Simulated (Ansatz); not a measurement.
# CdTe: the crystal squeezed far

Aim: compress CdTe (CsCl type) step by step, far beyond the usual range, and follow pressure and electronic structure. Methods of the runs shown: LAPW, crystal datasets and norm-conserving. Companion runs by PAW are cited. Its runs: the reference run (LAPW); volume scaled by 1 (crystal datasets and norm-conserving); volume scaled by 0.94 (LAPW); volume scaled by 0.88 (LAPW, crystal datasets and norm-conserving); volume scaled by 0.8 (LAPW, crystal datasets and norm-conserving); volume scaled by 0.72 (LAPW); volume scaled by 0.64 (LAPW); volume scaled by 0.55 (LAPW, crystal datasets and norm-conserving).

Computed with Ansatz 0.2.0 (DFT PBE, with the methods named in each step, unless a step's input says otherwise).

## (1) The structure to begin with

Symmetry: Pm-3m, No. 221, cubic system. The conventional cell has a = 3.786 Å, b = 3.786 Å, c = 3.786 Å, α = 90.00°, β = 90.00°, γ = 90.00°. Cd (site symmetry m-3m) has 8 Te at 3.28 Å as nearest neighbours. Around Te (site symmetry m-3m) lie 8 Cd at 3.28 Å.

As a file:

```xyz
2
Lattice="3.7857 0.0000 0.0000 0.0000 3.7857 0.0000 0.0000 0.0000 3.7857" Properties=species:S:1:pos:R:3 pbc="T T T"
Cd    0.0000    0.0000    0.0000
Te    1.8928    1.8928    1.8928
```

Whether this phase is the stable one at these pressures isn't tested.

Atoms are numbered in the order of the input: Cd1, Te2.

## (2) The reference volume, LAPW

File input.yaml:

```yaml
crystal:
  lattice:
    - [3.7856946592, 0.0, 0.0]
    - [0.0, 3.7856946592, 0.0]
    - [0.0, 0.0, 3.7856946592]
  atoms:
    - { symbol: Cd, position: [0.0, 0.0, 0.0] }
    - { symbol: Te, position: [0.5, 0.5, 0.5] }
kpoints:
  mp_grid: { grid: [11, 11, 11] }
  band_path:
    path:
      - [0.0, 0.0, 0.0]
      - [0.0, 0.5, 0.0]
      - [0.5, 0.5, 0.0]
      - [0.0, 0.0, 0.0]
      - [0.5, 0.5, 0.5]
      - [0.0, 0.5, 0.0]
      - [0.5, 0.5, 0.5]
      - [0.5, 0.5, 0.0]
    npoints: 14
scf:
  occupations: { method: fermi_dirac, width: 0.05 }
hamiltonian:
  xc: pbe
  pseudopotentials: { kind: all_electron, lapw: { basis_error: 0.001 } }
output:
  forces: true
  stress: true
  eigenvalues: true
  populations: true
  dos: { projected: true, de: 0.2, e_range: [-14, 8] }
```

On the command line:

```sh
$ ansatz run input.yaml --threads 1 --pin off --max-ram 2048MiB --backend cpu --events-out ev --progress --plain --runs-dir out
```

## (3) Volume scaled by 1, crystal datasets

File input.yaml:

```yaml
crystal:
  lattice:
    - [3.7856946592, 0.0, 0.0]
    - [0.0, 3.7856946592, 0.0]
    - [0.0, 0.0, 3.7856946592]
  atoms:
    - { symbol: Cd, position: [0.0, 0.0, 0.0] }
    - { symbol: Te, position: [0.5, 0.5, 0.5] }
kpoints:
  mp_grid: { grid: [11, 11, 11] }
scf:
  occupations: { method: fermi_dirac, width: 0.05 }
hamiltonian:
  xc: pbe
  pseudopotentials: { kind: all_electron, datasets: crystal }
output:
  forces: true
  stress: true
  eigenvalues: true
```

## (4) Volume scaled by 1, norm-conserving

Edit input.yaml of step 3 so:

```diff
@@ -14,3 +14,3 @@
   xc: pbe
-  pseudopotentials: { kind: all_electron, datasets: crystal }
+  pseudopotentials: { kind: nc }
 output:
```

## (5) Volume scaled by 0.94, LAPW

File input.yaml:

```yaml
crystal:
  lattice:
    - [3.7084139, 0.0, 0.0]
    - [0.0, 3.7084139, 0.0]
    - [0.0, 0.0, 3.7084139]
  atoms:
    - { symbol: Cd, position: [0.0, 0.0, 0.0] }
    - { symbol: Te, position: [0.5, 0.5, 0.5] }
kpoints:
  mp_grid: { grid: [11, 11, 11] }
scf:
  occupations: { method: fermi_dirac, width: 0.05 }
hamiltonian:
  xc: pbe
  pseudopotentials: { kind: all_electron, lapw: { basis_error: 0.001 } }
output:
  forces: true
  stress: true
  eigenvalues: true
  populations: true
```

## (6) Volume scaled by 0.88, LAPW

Edit input.yaml of step 5 so:

```diff
@@ -2,5 +2,5 @@
   lattice:
-    - [3.7084139, 0.0, 0.0]
-    - [0.0, 3.7084139, 0.0]
-    - [0.0, 0.0, 3.7084139]
+    - [3.6277705126, 0.0, 0.0]
+    - [0.0, 3.6277705126, 0.0]
+    - [0.0, 0.0, 3.6277705126]
   atoms:
```

## (7) Volume scaled by 0.88, crystal datasets

Edit input.yaml of step 6 so:

```diff
@@ -14,3 +14,3 @@
   xc: pbe
-  pseudopotentials: { kind: all_electron, lapw: { basis_error: 0.001 } }
+  pseudopotentials: { kind: all_electron, datasets: crystal }
 output:
@@ -19,2 +19 @@
   eigenvalues: true
-  populations: true
```

## (8) Volume scaled by 0.88, norm-conserving

Edit input.yaml of step 7 so:

```diff
@@ -14,3 +14,3 @@
   xc: pbe
-  pseudopotentials: { kind: all_electron, datasets: crystal }
+  pseudopotentials: { kind: nc }
 output:
```

## (9) Volume scaled by 0.8, LAPW

File input.yaml:

```yaml
crystal:
  lattice:
    - [3.5143276115, 0.0, 0.0]
    - [0.0, 3.5143276115, 0.0]
    - [0.0, 0.0, 3.5143276115]
  atoms:
    - { symbol: Cd, position: [0.0, 0.0, 0.0] }
    - { symbol: Te, position: [0.5, 0.5, 0.5] }
kpoints:
  mp_grid: { grid: [11, 11, 11] }
scf:
  occupations: { method: fermi_dirac, width: 0.05 }
hamiltonian:
  xc: pbe
  pseudopotentials: { kind: all_electron, lapw: { basis_error: 0.001 } }
output:
  forces: true
  stress: true
  eigenvalues: true
  populations: true
```

## (10) Volume scaled by 0.8, crystal datasets

Edit input.yaml of step 9 so:

```diff
@@ -14,3 +14,3 @@
   xc: pbe
-  pseudopotentials: { kind: all_electron, lapw: { basis_error: 0.001 } }
+  pseudopotentials: { kind: all_electron, datasets: crystal }
 output:
@@ -19,2 +19 @@
   eigenvalues: true
-  populations: true
```

## (11) Volume scaled by 0.8, norm-conserving

Edit input.yaml of step 10 so:

```diff
@@ -14,3 +14,3 @@
   xc: pbe
-  pseudopotentials: { kind: all_electron, datasets: crystal }
+  pseudopotentials: { kind: nc }
 output:
```

## (12) Volume scaled by 0.72, LAPW

File input.yaml:

```yaml
crystal:
  lattice:
    - [3.3930460029, 0.0, 0.0]
    - [0.0, 3.3930460029, 0.0]
    - [0.0, 0.0, 3.3930460029]
  atoms:
    - { symbol: Cd, position: [0.0, 0.0, 0.0] }
    - { symbol: Te, position: [0.5, 0.5, 0.5] }
kpoints:
  mp_grid: { grid: [11, 11, 11] }
scf:
  occupations: { method: fermi_dirac, width: 0.05 }
hamiltonian:
  xc: pbe
  pseudopotentials: { kind: all_electron, lapw: { basis_error: 0.001 } }
output:
  forces: true
  stress: true
  eigenvalues: true
  populations: true
```

## (13) Volume scaled by 0.64, LAPW

Edit input.yaml of step 12 so:

```diff
@@ -2,5 +2,5 @@
   lattice:
-    - [3.3930460029, 0.0, 0.0]
-    - [0.0, 3.3930460029, 0.0]
-    - [0.0, 0.0, 3.3930460029]
+    - [3.2624127599, 0.0, 0.0]
+    - [0.0, 3.2624127599, 0.0]
+    - [0.0, 0.0, 3.2624127599]
   atoms:
```

## (14) Volume scaled by 0.55, LAPW

File input.yaml:

```yaml
crystal:
  lattice:
    - [3.1017001583, 0.0, 0.0]
    - [0.0, 3.1017001583, 0.0]
    - [0.0, 0.0, 3.1017001583]
  atoms:
    - { symbol: Cd, position: [0.0, 0.0, 0.0] }
    - { symbol: Te, position: [0.5, 0.5, 0.5] }
kpoints:
  mp_grid: { grid: [11, 11, 11] }
  band_path:
    path:
      - [0.0, 0.0, 0.0]
      - [0.0, 0.5, 0.0]
      - [0.5, 0.5, 0.0]
      - [0.0, 0.0, 0.0]
      - [0.5, 0.5, 0.5]
      - [0.0, 0.5, 0.0]
      - [0.5, 0.5, 0.5]
      - [0.5, 0.5, 0.0]
    npoints: 8
scf:
  occupations: { method: fermi_dirac, width: 0.05 }
hamiltonian:
  xc: pbe
  pseudopotentials: { kind: all_electron, lapw: { basis_error: 0.001 } }
output:
  forces: true
  stress: true
  eigenvalues: true
  populations: true
  dos: { projected: true, de: 0.2, e_range: [-14, 8] }
```

## (15) Volume scaled by 0.55, crystal datasets

File input.yaml:

```yaml
crystal:
  lattice:
    - [3.1017001583, 0.0, 0.0]
    - [0.0, 3.1017001583, 0.0]
    - [0.0, 0.0, 3.1017001583]
  atoms:
    - { symbol: Cd, position: [0.0, 0.0, 0.0] }
    - { symbol: Te, position: [0.5, 0.5, 0.5] }
kpoints:
  mp_grid: { grid: [11, 11, 11] }
scf:
  occupations: { method: fermi_dirac, width: 0.05 }
hamiltonian:
  xc: pbe
  pseudopotentials: { kind: all_electron, datasets: crystal }
output:
  forces: true
  stress: true
  eigenvalues: true
```

## (16) Volume scaled by 0.55, norm-conserving

Edit input.yaml of step 15 so:

```diff
@@ -14,3 +14,3 @@
   xc: pbe
-  pseudopotentials: { kind: all_electron, datasets: crystal }
+  pseudopotentials: { kind: nc }
 output:
```

(Steps that only read results are left out.)

**Question.** What will these runs give? Wanted: LAPW pressure at 0.55 of the volume; PAW pressure at 0.55 of the volume; PAW; crystal datasets pressure at 0.55 of the volume; norm-conserving pressure at 0.55 of the volume; fitted bulk modulus at zero pressure.

As calculated:

| quantity | value |
| --- | --- |
| LAPW pressure at 0.55 of the volume | 118.7 GPa |
| PAW pressure at 0.55 of the volume | 118.7 GPa |
| PAW (level accurate) pressure at 0.55 of the volume | 118.7 GPa |
| crystal datasets pressure at 0.55 of the volume | 118.7 GPa |
| norm-conserving pressure at 0.55 of the volume | 118.9 GPa |
| fitted bulk modulus at zero pressure (LAPW) | 45 GPa |
| its pressure derivative | 4.86 |

At 0.55 of the starting volume LAPW gives 119 GPa. One third-order Birch-Murnaghan curve follows these points (B₀ = 45 GPa, B′ = 4.86, misfit at most 0.11 GPa). A fit over so wide a range leans to the high pressures, so B₀ can be off by several per cent. Where LAPW's pressure is over 3 GPa, PAW's departs from it by at most 0.3 %, at 0.94 of the volume. The ions are at rest, and the electrons smeared by 0.05 eV. Spin-orbit coupling is left out, though the cell holds Te; in elements this heavy it can shift bands and gaps by tenths of an eV.
